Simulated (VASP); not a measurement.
# Hf (Im-3m) in VASP: a series of runs

One crystal, Hf, is run at these levels: r2SCAN; tasks: single point.

Everything below comes from runs of VASP 6.6.1. Logs are shortened: lines on timing, memory, paths and dates and some standing lists are left out, and cuts for length are marked.

### Step 1. The structure

The structure is cubic, space group Im-3m (No. 229). The conventional cell has a = 3.610 Å, b = 3.610 Å, c = 3.610 Å, α = 90.00°, β = 90.00°, γ = 90.00°. Around Hf (site symmetry m-3m) lie 8 Hf at 3.13 Å.

This isn't the form of Hf at room conditions, which is hcp.

### Step 2. Single point, r2SCAN

INCAR

```
SYSTEM = Hf
ADDGRID = .False.
ALGO = Normal
EDIFF = 1E-7
ENCUT = 500
ISIF = 2
ISMEAR = 1
LASPH = .True.
LCHARG = .False.
LMIXTAU = .True.
LREAL = .False.
LWAVE = .False.
METAGGA = R2SCAN
NELM = 100
PREC = Accurate
SIGMA = 0.15
```

KPOINTS

```
k-points
0
Gamma
  9 9 9
  0 0 0
```

POSCAR

```
Hf
1.0
   -1.8050000000      1.8050000000      1.8050000000
    1.8050000000     -1.8050000000      1.8050000000
    1.8050000000      1.8050000000     -1.8050000000
Hf
1
Direct
    0.0000000000      0.0000000000      0.0000000000
```

Potentials or basis: VASP PAW PBE potentials, release 64 (Hf).

On the command line:

```bash
$ cat potpaw_PBE.64/Hf/POTCAR > POTCAR
$ mpirun -np 1 vasp_std > vasp.out
```

OUTCAR:

```text
SYSTEM = Hf
   EDIFF = 1E-7
   ENCUT = 500
   ISIF = 2
   ISMEAR = 1
   LASPH = .True.
   LREAL = .False.
   METAGGA = R2SCAN
   NELM = 100
   PREC = Accurate

 Found     35 irreducible k-points:

 Following reciprocal coordinates:
            Coordinates               Weight
  0.000000  0.000000  0.000000      1.000000
  0.111111  0.000000  0.000000     12.000000
  0.222222  0.000000  0.000000     12.000000
  0.333333  0.000000  0.000000     12.000000
  0.444444  0.000000  0.000000     12.000000
  0.111111  0.111111  0.000000     24.000000
   k-points           NKPTS =     35   k-points in BZ     NKDIM =     35   number of bands    NBANDS=      6
   number of dos      NEDOS =    301   number of ions     NIONS =      1
   total plane-waves  NPLWV =  13824
   dimension x,y,z NGX =    24 NGY =   24 NGZ =   24
   dimension x,y,z NGXF=    48 NGYF=   48 NGZF=   48
   ions per type =               1
   NGX,Y,Z   is equivalent  to a cutoff of  12.76, 12.76, 12.76 a.u.
   NGXF,Y,Z  is equivalent  to a cutoff of  25.52, 25.52, 25.52 a.u.
 SYSTEM =  Hf
   PREC   = accura    normal or accurate (medium, high low for compatibility)
   ISTART =      0    job   : 0-new  1-cont  2-samecut
   ICHARG =      2    charge: 1-file 2-atom 10-const
   ISPIN  =      1    spin polarized calculation?
   LNONCOLLINEAR =      F non collinear calculations
   LSORBIT =      F    spin-orbit coupling
   LASPH  =      T    aspherical Exc in radial PAW
   ENCUT  =  500.0 eV  36.75 Ry    6.06 a.u.   5.70  5.70  5.70*2*pi/ulx,y,z
   NELM   =    100;   NELMIN=  2; NELMDL= -5     # of ELM steps
   EDIFF  = 0.1E-06   stopping-criterion for ELM
   LREAL  =      F    real-space projection
[... 7 lines left out ...]
   TEBEG  =    0.0;   TEEND  =   0.0 temperature during run
   PSTRESS=    0.0 pullay stress
   NELECT =       4.0000    total number of electrons
   NUPDOWN=      -1.0000    fix difference up-down
   EMIN   =  10.00;   EMAX   =-10.00  energy-range for DOS
   EFERMI =   0.00;   METHOD = LEGACY
   ISMEAR =     1;   SIGMA  =   0.15  broadening in eV -4-tet -1-fermi 0-gaus
   EFERMI_NEDOS =   21; number of points for ismear=-14 and -15
   IALGO  =     38    algorithm
   IMIX   =      4    mixing-type and parameters
     AMIX     =   0.40;   BMIX     =  1.00
     AMIX_MAG =   1.60;   BMIX_MAG =  1.00
  volume/ion in A,a.u.               =      23.52       158.74
  Fermi-wavevector in a.u.,A,eV,Ry     =   0.906980  1.713943 11.192321  0.822612
  Thomas-Fermi vector in A             =   2.030732
   LORBIT       =      0    0 simple, 1 ext, 2 COOP (PROOUT), +10 PAW based schemes
   METAGGA = R2SCAN    functional components
   LHFCALC =     F    Hartree Fock is set to
   AEXX    =    0.0000 exact exchange contribution
   IVDW    =     0    specifies the selected vdW correction
   LEPSILON=     F    determine dielectric tensor
   LRPA    =     F    only Hartree local field effects (RPA)
 non-spin polarized calculation
 Methfessel and Paxton  Order N= 1 SIGMA  =   0.15
  energy-cutoff  :      500.00
  volume of cell :       23.52
 maximum number of plane-waves:       610
   NGX = 11   NGY = 11   NGZ = 11

 number of electron       4.0000000 magnetization

 Free energy of the ion-electron system (eV)
  ---------------------------------------------------
  ext. energy  EPLUGINS =         0.00000000
  ---------------------------------------------------
  free energy    TOTEN  =       -44.86085373 eV

  energy without entropy =      -44.85805500  energy(sigma->0) =      -44.85992082

 E-fermi :   4.4574     XC(G=0): -11.4443

 val. band max:        4.4524157104   @ k =  -0.2222   0.3333   0.1111
 cond. band min:       4.4730138893   @ k =  -0.4444   0.4444   0.1111
 fundamental gap:      0.0205981789
 Fermi energy:         4.4573811083

 k-point     1 :       0.0000    0.0000    0.0000
  band No.  band energies     occupation
      1      -2.7574      2.00000
      2       6.0904     -0.00000
      3       6.0904     -0.00000
      4       6.0904     -0.00000
      5       8.7398      0.00000
      6       8.7398      0.00000

 k-point     2 :       0.1111    0.0000    0.0000
  band No.  band energies     occupation
      1      -2.3221      2.00000
      2       5.7889     -0.00000
      3       5.9276     -0.00000
      4       6.5168     -0.00000
      5       8.3439      0.00000
      6       8.7407      0.00000

 k-point     3 :       0.2222    0.0000    0.0000
  band No.  band energies     occupation
      1      -1.1461      2.00000
      2       5.1271     -0.00000
      3       5.2340     -0.00000
      4       7.7468      0.00000
      5       8.1927      0.00000
      6       8.8297      0.00000

 k-point     4 :       0.3333    0.0000    0.0000
  band No.  band energies     occupation
      1       0.2737      2.00000
      2       4.4970      0.56951
      3       4.6649     -0.06471
      4       8.5266      0.00000
      5       9.1102      0.00000
      6       9.5933      0.00000

 k-point     5 :       0.4444    0.0000    0.0000
  band No.  band energies     occupation
      1       1.0406      2.00000
      2       4.1349      2.00957
      3       5.0163     -0.00000
      4       8.6254      0.00000
      5       9.4513      0.00000
      6      11.4371      0.00000

 k-point     6 :       0.1111    0.1111    0.0000
  band No.  band energies     occupation
      1      -1.5074      2.00000
      2       5.3781     -0.00000
      3       5.3889     -0.00000
      4       7.3972     -0.00000
      5       7.9418      0.00000
      6       8.9559      0.00000

 [... further k-points ...]
[... 5 lines left out ...]
  --------------------------------------------------------------------------------------
  -------------------------------------------------------------------------------------
  Total       -1.0612284     -1.0612284     -1.0612284     -0.0000000      0.0000000      0.0000000
  in kB      -72.2816148    -72.2816148    -72.2816148     -0.0000000      0.0000000      0.0000000
  external PRESSURE =     -72.2816148 kB  Pullay stress =       0.0000000 kB

 VOLUME and BASIS-vectors are now :
 -----------------------------------------------------------------------------
  energy-cutoff  :      500.00
  volume of cell :       23.52
      direct lattice vectors                 reciprocal lattice vectors
    -1.805000000  1.805000000  1.805000000     0.000000000  0.277008310  0.277008310
     1.805000000 -1.805000000  1.805000000     0.277008310  0.000000000  0.277008310
     1.805000000  1.805000000 -1.805000000     0.277008310  0.277008310  0.000000000

 POSITION                                       TOTAL-FORCE (eV/Angst)
 -----------------------------------------------------------------------------------
      0.00000      0.00000      0.00000         0.000000     -0.000000     -0.000000
 -----------------------------------------------------------------------------------
    total drift:                               -0.000000      0.000000      0.000000

  FREE ENERGIE OF THE ION-ELECTRON SYSTEM (eV)
  ---------------------------------------------------
  free  energy   TOTEN  =       -44.8608537322 eV

  energy  without entropy=      -44.8580550017  energy(sigma->0) =      -44.85992082
```

Run time: 29 s. Hardware: 1 thread of Intel Xeon Platinum 8488C (Sapphire Rapids), shared host; peak memory 0.14 GiB.

The run converged, but some of its settings lie outside the range that counts as converged, so its numbers aren't taken as properties of the crystal.

What came out:

```yaml
Free_energy: -44.8609 eV
Pressure: -7.2 GPa
Band_gap_on_the_k_mesh: none (metal or under the smearing width)
```

Caveat: the PAW data sets were made with another functional, which shifts forces and pressure a little.

### Step 3. Single point, r2SCAN

INCAR: that of step 2 with these lines changed.

```diff
@@ -4,3 +4,3 @@
 EDIFF = 1E-7
-ENCUT = 500
+ENCUT = 350
 ISIF = 2
```

KPOINTS

```
k-points
0
Gamma
  11 11 11
  0 0 0
```

POSCAR is that of step 2.

Potentials or basis: VASP PAW PBE potentials, release 64 (Hf).

On the command line:

```bash
$ cat potpaw_PBE.64/Hf/POTCAR > POTCAR
$ mpirun -np 1 vasp_std > vasp.out
```

OUTCAR:

```text
SYSTEM = Hf
   EDIFF = 1E-7
   ENCUT = 350
   ISIF = 2
   ISMEAR = 1
   LASPH = .True.
   LREAL = .False.
   METAGGA = R2SCAN
   NELM = 100
   PREC = Accurate

 Found     56 irreducible k-points:

 Following reciprocal coordinates:
            Coordinates               Weight
  0.000000  0.000000  0.000000      1.000000
  0.090909  0.000000  0.000000     12.000000
  0.181818  0.000000  0.000000     12.000000
  0.272727  0.000000  0.000000     12.000000
  0.363636  0.000000  0.000000     12.000000
  0.454545  0.000000  0.000000     12.000000
   k-points           NKPTS =     56   k-points in BZ     NKDIM =     56   number of bands    NBANDS=      6
   number of dos      NEDOS =    301   number of ions     NIONS =      1
   total plane-waves  NPLWV =   8000
   dimension x,y,z NGX =    20 NGY =   20 NGZ =   20
   dimension x,y,z NGXF=    40 NGYF=   40 NGZF=   40
   ions per type =               1
   NGX,Y,Z   is equivalent  to a cutoff of  10.64, 10.64, 10.64 a.u.
   NGXF,Y,Z  is equivalent  to a cutoff of  21.27, 21.27, 21.27 a.u.
 SYSTEM =  Hf
   PREC   = accura    normal or accurate (medium, high low for compatibility)
   ISTART =      0    job   : 0-new  1-cont  2-samecut
   ICHARG =      2    charge: 1-file 2-atom 10-const
   ISPIN  =      1    spin polarized calculation?
   LNONCOLLINEAR =      F non collinear calculations
   LSORBIT =      F    spin-orbit coupling
   LASPH  =      T    aspherical Exc in radial PAW
   ENCUT  =  350.0 eV  25.72 Ry    5.07 a.u.   4.77  4.77  4.77*2*pi/ulx,y,z
   NELM   =    100;   NELMIN=  2; NELMDL= -5     # of ELM steps
   EDIFF  = 0.1E-06   stopping-criterion for ELM
   LREAL  =      F    real-space projection
[... 7 lines left out ...]
   TEBEG  =    0.0;   TEEND  =   0.0 temperature during run
   PSTRESS=    0.0 pullay stress
   NELECT =       4.0000    total number of electrons
   NUPDOWN=      -1.0000    fix difference up-down
   EMIN   =  10.00;   EMAX   =-10.00  energy-range for DOS
   EFERMI =   0.00;   METHOD = LEGACY
   ISMEAR =     1;   SIGMA  =   0.15  broadening in eV -4-tet -1-fermi 0-gaus
   EFERMI_NEDOS =   21; number of points for ismear=-14 and -15
   IALGO  =     38    algorithm
   IMIX   =      4    mixing-type and parameters
     AMIX     =   0.40;   BMIX     =  1.00
     AMIX_MAG =   1.60;   BMIX_MAG =  1.00
  volume/ion in A,a.u.               =      23.52       158.74
  Fermi-wavevector in a.u.,A,eV,Ry     =   0.906980  1.713943 11.192321  0.822612
  Thomas-Fermi vector in A             =   2.030732
   LORBIT       =      0    0 simple, 1 ext, 2 COOP (PROOUT), +10 PAW based schemes
   METAGGA = R2SCAN    functional components
   LHFCALC =     F    Hartree Fock is set to
   AEXX    =    0.0000 exact exchange contribution
   IVDW    =     0    specifies the selected vdW correction
   LEPSILON=     F    determine dielectric tensor
   LRPA    =     F    only Hartree local field effects (RPA)
 non-spin polarized calculation
 Methfessel and Paxton  Order N= 1 SIGMA  =   0.15
  energy-cutoff  :      350.00
  volume of cell :       23.52
 maximum number of plane-waves:       370
   NGX =  9   NGY =  9   NGZ =  9

 number of electron       4.0000000 magnetization

 Free energy of the ion-electron system (eV)
  ---------------------------------------------------
  ext. energy  EPLUGINS =         0.00000000
  ---------------------------------------------------
  free energy    TOTEN  =       -44.86432076 eV

  energy without entropy =      -44.86126118  energy(sigma->0) =      -44.86330090

 E-fermi :   4.4365     XC(G=0): -11.4419

 val. band max:        4.4087961942   @ k =  -0.4545   0.4545   0.0909
 cond. band min:       4.4505936772   @ k =   0.3636   0.1818   0.0000
 fundamental gap:      0.0417974830
 Fermi energy:         4.4365446767

 k-point     1 :       0.0000    0.0000    0.0000
  band No.  band energies     occupation
      1      -2.7576      2.00000
      2       6.0974     -0.00000
      3       6.0974     -0.00000
      4       6.0974     -0.00000
      5       8.7455      0.00000
      6       8.7455      0.00000

 k-point     2 :       0.0909    0.0000    0.0000
  band No.  band energies     occupation
      1      -2.4639      2.00000
      2       5.8897     -0.00000
      3       5.9979     -0.00000
      4       6.3840     -0.00000
      5       8.4469      0.00000
      6       8.7444      0.00000

 k-point     3 :       0.1818    0.0000    0.0000
  band No.  band energies     occupation
      1      -1.6388      2.00000
      2       5.3888     -0.00000
      3       5.5411     -0.00000
      4       7.2218     -0.00000
      5       8.1647      0.00000
      6       8.7839      0.00000

 k-point     4 :       0.2727    0.0000    0.0000
  band No.  band energies     occupation
      1      -0.4800      2.00000
      2       4.8244     -0.00157
      3       4.8906     -0.00016
      4       8.3365      0.00000
      5       8.5377      0.00000
      6       8.9397      0.00000

 k-point     5 :       0.3636    0.0000    0.0000
  band No.  band energies     occupation
      1       0.5799      2.00000
      2       4.3713      1.66454
      3       4.6778     -0.04538
      4       8.6066      0.00000
      5       9.2185      0.00000
      6      10.1546      0.00000

 k-point     6 :       0.4545    0.0000    0.0000
  band No.  band energies     occupation
      1       1.0676      2.00000
      2       4.1248      2.01231
      3       5.0645     -0.00000
      4       8.6231      0.00000
      5       9.4792      0.00000
      6      11.5584      0.00000

 [... further k-points ...]
[... 5 lines left out ...]
  --------------------------------------------------------------------------------------
  -------------------------------------------------------------------------------------
  Total       -1.1471690     -1.1471690     -1.1471690      0.0000000      0.0000000      0.0000000
  in kB      -78.1351388    -78.1351388    -78.1351388      0.0000000      0.0000000      0.0000000
  external PRESSURE =     -78.1351388 kB  Pullay stress =       0.0000000 kB

 VOLUME and BASIS-vectors are now :
 -----------------------------------------------------------------------------
  energy-cutoff  :      350.00
  volume of cell :       23.52
      direct lattice vectors                 reciprocal lattice vectors
    -1.805000000  1.805000000  1.805000000     0.000000000  0.277008310  0.277008310
     1.805000000 -1.805000000  1.805000000     0.277008310  0.000000000  0.277008310
     1.805000000  1.805000000 -1.805000000     0.277008310  0.277008310  0.000000000

 POSITION                                       TOTAL-FORCE (eV/Angst)
 -----------------------------------------------------------------------------------
      0.00000      0.00000      0.00000        -0.000000     -0.000000     -0.000000
 -----------------------------------------------------------------------------------
    total drift:                                0.000000      0.000000     -0.000000

  FREE ENERGIE OF THE ION-ELECTRON SYSTEM (eV)
  ---------------------------------------------------
  free  energy   TOTEN  =       -44.8643207622 eV

  energy  without entropy=      -44.8612611826  energy(sigma->0) =      -44.86330090
```

OSZICAR:

```text
N       E                     dE             d eps       ncg     rms          rms(c)
DAV:   1    -0.397514698636E+02   -0.39751E+02   -0.12238E+03   678   0.378E+02
DAV:   2    -0.445065031749E+02   -0.47550E+01   -0.43918E+01  1242   0.397E+01
DAV:   3    -0.445424243584E+02   -0.35921E-01   -0.35835E-01   708   0.456E+00
DAV:   4    -0.445425514621E+02   -0.12710E-03   -0.12709E-03   978   0.229E-01
[... 12 lines left out ...]
DAV:  17    -0.448643206617E+02    0.33017E-06   -0.90224E-08   654   0.242E-03    0.539E-04
DAV:  18    -0.448643211156E+02   -0.45386E-06   -0.16808E-08   336   0.141E-03    0.234E-04
DAV:  19    -0.448643205430E+02    0.57261E-06   -0.49190E-09   336   0.696E-04    0.672E-05
DAV:  20    -0.448643208554E+02   -0.31247E-06   -0.27680E-09   336   0.540E-04    0.562E-05
DAV:  21    -0.448643207622E+02    0.93176E-07   -0.28502E-10   336   0.144E-04
   1 F= -.44864321E+02 E0= -.44863301E+02  d E =-.305958E-02
```

Wall time 32 s (1 thread of Intel Xeon Platinum 8488C (Sapphire Rapids), shared host); peak memory 0.12 GiB.

These settings aren't checked as converged: the numbers below hold their error.

What came out:

| Quantity | Value |
| --- | --- |
| Free energy | -44.8643 eV |
| Pressure | -7.8 GPa |
| Band gap on the k mesh | none (metal or under the smearing width) |

Caveat: the PAW data sets were made with another functional, which shifts forces and pressure a little.
